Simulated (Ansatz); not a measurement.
# Dielectric response of BaS (001) films, part 5 of 5

How well do thin rocksalt BaS (001) films screen a perpendicular field?

Ansatz 0.2.0; plane-wave DFT, PBE, Ansatz PAW (set soft_1); PAW set soft_1 (the session's first sound run).

So far. Step 29 (The bulk crystal): The gap is 2.21 eV. Step 30 (Band edges against the vacuum, levels PBE): The program warns that the averaged potential varies by 0.11 eV in the slab's middle, which these edges carry as an error.

**31. The bulk with HSE06, k-mesh 6×6×6**

This step: plane-wave DFT, HSE06, Ansatz PAW (set soft_1); PAW set soft_1 (Ansatz 0.2.0).

System of this step: rocksalt BaS. The structure is cubic, space group Fm-3m (No. 225). The conventional cell has a = 6.390 Å, b = 6.390 Å, c = 6.390 Å, α = 90.00°, β = 90.00°, γ = 90.00°. Nearest to Ba lie 6 S at 3.19 Å. Nearest to S lie 6 Ba at 3.19 Å. Farther neighbours and most contacts between anions are not listed.

A hybrid functional removes part of the gap error, and is affordable in the small bulk cell.

The input, input.yaml:

```yaml
crystal:
  lattice:
    - [0.0, 3.195, 3.195]
    - [3.195, 0.0, 3.195]
    - [3.195, 3.195, 0.0]
  atoms:
    - { symbol: Ba, position: [0.0, 0.0, 0.0] }
    - { symbol: S, position: [0.5, 0.5, 0.5] }
kpoints:
  mp_grid: { grid: [6, 6, 6] }
hamiltonian:
  xc: hse06
  pseudopotentials: { kind: paw, azcp: { folder: soft_1 } }
scf:
  occupations: { method: fixed }
  convergence: { dr2_threshold: 1.0e-08 }
output:
  eigenvalues: true
checkpoint:
  write: bulk-hse.run
  compress: false
  write_wavefunctions: false
```

Started as:

```
ansatz run input.yaml --threads 4 --pin off --max-ram 8192MiB --backend cpu --events-out ev --progress --plain --runs-dir out
```

Numbers of over 12 decimals in the logs are rounded to 6 here.

Log:

```text
[...]
davidson cushion auto → on  (no smearing: the cushion is to keep the highest requested band from converging to the state above it; pin scf.eigensolver.cushion to override)
Crystal: 2 atoms, lattice volume = 65.229 Å³
Basis set: ecut = 420 eV, 1243 PW (Γ)
Bands: 12, of which v1, the nominal top of the filled ones, is band 8 counted from 1 (7 counted from 0)
Symmetry: 48 space group operations
[...]
k-points: 16 of 216
[...]
SCF iter   1: F=—  HF=-6856.085816 eV  |F-HF|=—  |Δ(HF+E_count)|=         —  Δρ=2.14e-2  dr2=4.80e-1  ethr=1.00e-1  ⟨swp⟩=6.4  Hψ=699  notcnv=0
[...]
SCF iter   5: F=-6856.019548 eV  HF=-6856.019544 eV  |F-HF|=4.06e-6  |Δ(HF+E_count)|=   4.90e-4  Δρ=8.10e-5  dr2=3.42e-6  ethr=4.58e-6  ⟨swp⟩=4.4  Hψ=614  notcnv=0  defer=2
SCF 1 stopped early in 5 iterations: F = -6856.019548 eV  dr2 = 3.42e-6
[...]
Exchange kernel: α = 0.2500, screened, ω = 0.2079 Å⁻¹, Wigner–Seitz truncation, v(0) = 1046.8916 eV·Å³, q-mesh 6×6×6, nearest image of the exchange supercell L = 27.11 Å, pair-density grid 18×18×18, without the augmentation charges, whose exchange is taken in its separable form by FFT convolution over the k-point mesh (sized by the pseudopotential files, 25×25×25 at the most), smooth part of the exact exchange by density-matrix convolution
Frozen-core exchange: fock
SCF iter   1: F=—  HF=-6861.625497 eV  |F-HF|=—  |Δ(HF+E_count)|=         —  Δρ=2.69e-3  dr2=8.91e-3  ethr=2.14e-7  ⟨swp⟩=10.2  Hψ=1360  notcnv=0
[...]
SCF iter   4: F=-6861.625591 eV  HF=-6861.625592 eV  |F-HF|=9.00e-8  |Δ(HF+E_count)|=   1.15e-5  Δρ=4.11e-5  dr2=3.54e-6  ethr=2.14e-7  ⟨swp⟩=4.4  Hψ=705  notcnv=0
SCF 2 stopped early in 4 iterations: F = -6861.625591 eV  dr2 = 3.54e-6
hybrid outer 1: dexx = +3.606e-3 eV, tail = 1.13e-5 eV
[...]
Frozen-core exchange: fock
SCF iter   1: F=—  HF=-6861.625649 eV  |F-HF|=—  |Δ(HF+E_count)|=         —  Δρ=3.29e-5  dr2=5.74e-7  ethr=3.54e-7  ⟨swp⟩=3.1  Hψ=504  notcnv=0
[...]
SCF iter   4: F=-6861.625649 eV  HF=-6861.625649 eV  |F-HF|=3.12e-10  |Δ(HF+E_count)|=   3.64e-9  Δρ=8.27e-7  dr2=2.01e-9  ethr=9.15e-11  ⟨swp⟩=3.1  Hψ=540  notcnv=0  defer=2
SCF 3 converged in 4 iterations: F = -6861.625649 eV  dr2 = 2.01e-9
hybrid outer 2: dexx = +7.236e-7 eV, tail = 5.93e-9 eV, Δε = 1.25e-3 eV (about 2.81e-5 eV left of the loop's levels)
hybrid SCF converged: 2 outer / 8 inner (+5 warm-up), last move |dexx| = 7.24e-7 eV, tail = 5.93e-9 eV
[...]
Free energy (F): -6861.625649 eV
Frozen-core exchange: fock
[...]
Internal energy: -6861.625649 eV  (E = F + TS)
E sigma→0 (E₀):  -6861.625649 eV
Fermi energy:    5.144043 eV
[...]
--- Band table (eV; the first three rows and the last of 16) ---
  k-point 0: bands = [... 4 lower, -6.2224, 5.1440, 5.1440, 5.1440, 9.8069, 10.1548, 10.1548, 10.1548]
  k-point 1: bands = [... 4 lower, -5.5418, 4.5031, 4.8146, 4.8146, 10.1358, 10.5691, 10.5691, 10.7991]
  k-point 2: bands = [... 4 lower, -4.9112, 3.5484, 4.2831, 4.2831, 10.6423, 11.6953, 11.6953, 12.3293]
  k-point 15: bands = [... 4 lower, -5.5131, 4.2321, 4.6234, 4.7865, 9.3633, 11.7948, 12.5942, 13.3866]
```

Run time: 9.6 s. Hardware: 4 threads of Arm Neoverse V1, shared host; peak memory 1.9 GiB; 32 s of CPU time.

Numbers from this step:

```
gap on the k-mesh : 3.116 eV
```

The gap is 3.12 eV.

**32. Band edges against the vacuum, levels HSE06**

This step: plane-wave DFT, PBE, Ansatz PAW (set soft_1); band edges against the vacuum, bulk levels by HSE06; PAW set soft_1 (Ansatz 0.2.0).

System of this step: BaS (001), 8 units. The cell holds 16 atoms: 8 Ba and 8 S. Cell: a = 4.518 Å, b = 4.518 Å, c = 40.365 Å, α = 90.0°, β = 90.0°, γ = 90.0°. It derives from BaS (rocksalt BaS). Vacuum lies along c.

The same line-up with the hybrid's levels.

The input, align.yaml:

```yaml
surface:
  bulk: { run: bulk.run, levels_from: { run: bulk-hse.run } }
  slab: { run: end8.run, axis: 3 }
  face: plus
  period: 3.195
```

Started as:

```
ansatz align-bands align.yaml -- --threads 4 --pin off
```

Log:

```text
plus face
ionisation energy 5.008 eV
electron affinity 1.892 eV
  bulk: levels by hse06 on the potential of pbe; from 18.59 to 21.78 Å its average varies by 0.1136 eV and climbs by -0.0000; the bulk's density to 0.89 % (its layers are strained against the bulk's: take a thicker slab or side, or run the bulk at their strain)
  vacuum: slopes by 0.0000 eV/Å; line-up 6.7674 eV
  of the bulk's run: of the levels' run: its band edges are its mesh's, and a band can turn off it. A run with kpoints.band_path: { path: [VBM, CBM], npoints: 1 } finds the zone's; its band edges are of a coarser mesh than the slab's or the interface's, whose density can shift them: a run under levels_from is taken as it is
[...]
```

Run time: 0.08 s. Hardware: 4 threads.

Numbers from this step:

```
ionisation energy : 5.008 eV
electron affinity : 1.892 eV
```

Check by hand: ionisation energy less affinity, 5.01 − (1.89) = 3.12 eV, is the bulk gap at this level.

The program warns that the averaged potential varies by 0.11 eV in the slab's middle, which these edges carry as an error.

**33. A changed input: kpoints.mp_grid.shift = [0.5, 0.5, 0.0]**

This step: plane-wave DFT, PBE, Ansatz PAW (set soft_1) (Ansatz 0.2.0).

System of this step: BaS (001), 3 units. The cell holds 6 atoms: 3 Ba and 3 S. Its edges and angles: a = 4.518 Å, b = 4.518 Å, c = 24.390 Å, α = 90.0°, β = 90.0°, γ = 90.0°. It derives from BaS (rocksalt BaS). Vacuum lies along c.

A run with a changed input: it repeats the earlier run at 0.1 V/Å, 3 units with kpoints.mp_grid.shift to [0.5, 0.5, 0.0].

The input, input.yaml:

```yaml
crystal:
  lattice:
    - [4.51841233, 0.0, 0.0]
    - [0.0, 4.51841233, 0.0]
    - [0.0, 0.0, 24.39]
  atoms:
    - { symbol: Ba, position: [0.5, 0.5, 0.3705645628] }
    - { symbol: S, position: [0.0, 0.0, 0.3699387765] }
    - { symbol: Ba, position: [0.0, 0.0, 0.4999999866] }
    - { symbol: S, position: [0.5, 0.5, 0.5000000122] }
    - { symbol: Ba, position: [0.5, 0.5, 0.6294354226] }
    - { symbol: S, position: [0.0, 0.0, 0.6300612393] }
kpoints:
  mp_grid: { grid: [6, 6, 1], shift: [0.5, 0.5, 0.0] }
hamiltonian:
  xc: pbe
  pseudopotentials: { kind: paw, azcp: { folder: soft_1 } }
scf:
  occupations: { method: fixed }
  convergence: { dr2_threshold: 1.0e-10 }
efield:
  axis: 3
  dipole_correction: true
  ramp_position: 0.97
  ramp_width: 0.06
  amplitude: 0.1
output:
  write_potential: true
  write_density: true
  volumetric_format: npy
```

Started as:

```
ansatz run input.yaml --threads 4 --pin off --max-ram 8192MiB --backend cpu --events-out ev --progress --plain --runs-dir out
```

Log:

```text
[...]
Crystal: 6 atoms, lattice volume = 497.947 Å³
Basis set: ecut = 420 eV, 9769 PW (Γ)
Bands: 30, of which v1, the nominal top of the filled ones, is band 24 counted from 1 (23 counted from 0)
Symmetry: 8 space group operations
k-points: 6 of 36
[...]
SCF iter   1: F=—  HF=-20569.821400 eV  |F-HF|=—  |Δ(HF+E_count)|=         —  Δρ=2.29e-2  dr2=8.55e0  ethr=3.10e-3  p=0.113 e·Å  D=4.12e-2 V/Å  ΔV_dip=-1.00 eV  dr2_dipole=1.70e-3  V_vac-E_F(+/−)=9.60/8.38 eV  ⟨swp⟩=7.8  Hψ=861  notcnv=0  defer=18
[...]
SCF iter  12: F=-20567.289623 eV  HF=-20567.289623 eV  |F-HF|=8.37e-11  |Δ(HF+E_count)|=   1.24e-9  Δρ=1.31e-7  dr2=9.29e-11  ethr=1.00e-12  p=0.092 e·Å  D=3.33e-2 V/Å  ΔV_dip=-0.81 eV  dr2_dipole=9.81e-12  V_vac-E_F(+/−)=4.92/3.50 eV  ⟨swp⟩=18.2  Hψ=1058  notcnv=0
SCF 1 converged in 12 iterations: F = -20567.289623 eV  dr2 = 9.29e-11
[...]
SCF converged after 12 iterations
[...]
Free energy (F): -20567.289623 eV
[...]
Internal energy: -20567.289623 eV  (E = F + TS)
E sigma→0 (E₀):  -20567.289623 eV
Fermi energy:    -0.234799 eV
Dipole field:    D = 0.033331 V/Å  (p = 0.091721 e·Å, saw-weighted, corrected)
Work function:   not extracted (applied field tilts the vacuum); planar V_es + V_field profile in the machine report
[...]
--- Band table (eV; the first three rows and the last of 6) ---
  k-point 0: bands = [... 20 lower, -0.5100, -0.4679, -0.3692, -0.2348, 2.2695, 2.7277, 2.7785, 3.2457, ... 2 higher]
  k-point 1: bands = [... 20 lower, -0.9036, -0.7169, -0.5870, -0.5269, 3.0971, 3.2101, 3.4400, 3.6447, ... 2 higher]
  k-point 2: bands = [... 20 lower, -1.1031, -0.9937, -0.9761, -0.5871, 3.6316, 3.7701, 4.0975, 4.5175, ... 2 higher]
  k-point 5: bands = [... 20 lower, -0.6493, -0.5917, -0.4204, -0.3146, 2.3816, 2.5574, 3.6487, 3.7359, ... 2 higher]
```

Wall time 4.1 s (4 threads); peak memory 0.66 GiB.

Numbers from this step:

```yaml
gap_on_the_k_mesh: 2.504 eV
dipole_along_the_normal: 0.09172 e·Å
```

```tsv
quantity	this run	earlier run	difference
dipole along the normal (e·Å)	0.09172	0.09172	1.1e-6
gap on the k-mesh (eV)	2.504	2.160	0.34
```

What moves beyond 0.01 in its unit (for the dipole 0.5 % and 5e-5 e·Å): gap on the k-mesh (+0.345 eV).

**34. Varying the input: basis.ecutrho_ratio = 6**

Another changed input: it repeats the earlier run at 0.1 V/Å, 3 units with basis.ecutrho_ratio to 6.

input.yaml: that of step 33 with these lines changed.

```diff
@@ -13,3 +13,3 @@
 kpoints:
-  mp_grid: { grid: [6, 6, 1], shift: [0.5, 0.5, 0.0] }
+  mp_grid: { grid: [6, 6, 1] }
 hamiltonian:
@@ -30 +30,3 @@
   volumetric_format: npy
+basis:
+  ecutrho_ratio: 6
```

Log:

```text
[...]
Crystal: 6 atoms, lattice volume = 497.947 Å³
Basis set: ecut = 420 eV, 9769 PW (Γ)
Bands: 30, of which v1, the nominal top of the filled ones, is band 24 counted from 1 (23 counted from 0)
Symmetry: 8 space group operations
k-points: 10 of 36
[...]
SCF iter   1: F=—  HF=-20569.820652 eV  |F-HF|=—  |Δ(HF+E_count)|=         —  Δρ=2.29e-2  dr2=8.55e0  ethr=3.10e-3  p=0.113 e·Å  D=4.12e-2 V/Å  ΔV_dip=-1.00 eV  dr2_dipole=1.70e-3  V_vac-E_F(+/−)=9.57/8.35 eV  ⟨swp⟩=7.8  Hψ=1449  notcnv=0  defer=32
[...]
SCF iter  12: F=-20567.289139 eV  HF=-20567.289139 eV  |F-HF|=6.91e-11  |Δ(HF+E_count)|=   1.14e-9  Δρ=1.11e-7  dr2=7.77e-11  ethr=1.00e-12  p=0.092 e·Å  D=3.33e-2 V/Å  ΔV_dip=-0.81 eV  dr2_dipole=8.22e-12  V_vac-E_F(+/−)=4.86/3.44 eV  ⟨swp⟩=18.3  Hψ=1795  notcnv=0
SCF 1 converged in 12 iterations: F = -20567.289139 eV  dr2 = 7.77e-11
[...]
SCF converged after 12 iterations
[...]
Free energy (F): -20567.289139 eV
[...]
Internal energy: -20567.289139 eV  (E = F + TS)
E sigma→0 (E₀):  -20567.289139 eV
Fermi energy:    -0.174032 eV
Dipole field:    D = 0.033332 V/Å  (p = 0.091725 e·Å, saw-weighted, corrected)
Work function:   not extracted (applied field tilts the vacuum); planar V_es + V_field profile in the machine report
[...]
--- Band table (eV; the first three rows and the last of 10) ---
  k-point 0: bands = [... 20 lower, -0.3066, -0.3066, -0.1740, -0.1740, 1.9857, 2.5178, 2.6105, 3.1431, ... 2 higher]
  k-point 1: bands = [... 20 lower, -0.6423, -0.5761, -0.4929, -0.4459, 2.5173, 2.8345, 2.9993, 3.3415, ... 2 higher]
  k-point 2: bands = [... 20 lower, -1.0193, -0.9824, -0.8906, -0.5743, 3.3471, 3.7181, 3.7996, 3.9862, ... 2 higher]
  k-point 9: bands = [... 20 lower, -0.5851, -0.4108, -0.4108, -0.2591, 2.3072, 2.3072, 3.5822, 3.5822, ... 2 higher]
```

Wall time 6.1 s (4 threads); peak memory 0.83 GiB; 23 s of CPU time.

Numbers from this step:

```yaml
gap_on_the_k_mesh: 2.160 eV
```

```tsv
quantity	this run	earlier run	difference
dipole along the normal (e·Å)	0.09172	0.09172	4.8e-6
gap on the k-mesh (eV)	2.160	2.160	-1.0e-5
```

Nothing in the table moves by 0.01 in its unit (for the dipole 0.5 % and 5e-5 e·Å).

**35. What came out**

| Quantity | Value |
| --- | --- |
| electronic ε from the thickness series | 4.77 |
| static ε from the thickness series | 14.7 |
| local electronic ε, middle of 8 units | 4.75 |
| ionisation energy, levels by PBE | 4.36 eV |
| electron affinity, levels by PBE | 2.15 eV |
| ionisation energy, levels by HSE06 | 5.01 eV |
| electron affinity, levels by HSE06 | 1.89 eV |

In words: The films give an electronic ε of 4.77 and a static ε of 14.7. The slope of the series and the field inside the thickest film give 4.77 and 4.75, in agreement. Ions raise ε from 4.77 to 14.7. HSE06 levels deepen the valence edge by 0.65 eV on the same PBE surface dipole. The alignment warns that the averaged potential still varies by 0.11 eV in the slab's middle, which the band edges carry as an error. The in-plane lattice constants are held at typed bulk values. Semilocal functionals tend to overestimate the electronic ε a little.

[Logs are printed without paths, hosts, clocks, repeated set-up lines and the standing remarks that a program may print on its own settings, such as how far it seeks lower states.]

[Hosts, paths, dates, database ids (printed as entryN), source tags and the programs' standing remarks are cut or masked in the printed files.]

[Maps of the electrostatic potential energy from Ansatz leave out the sawtooth potential of an applied field or a dipole correction, so their vacuum need not be flat; planar profiles and work functions include it.]
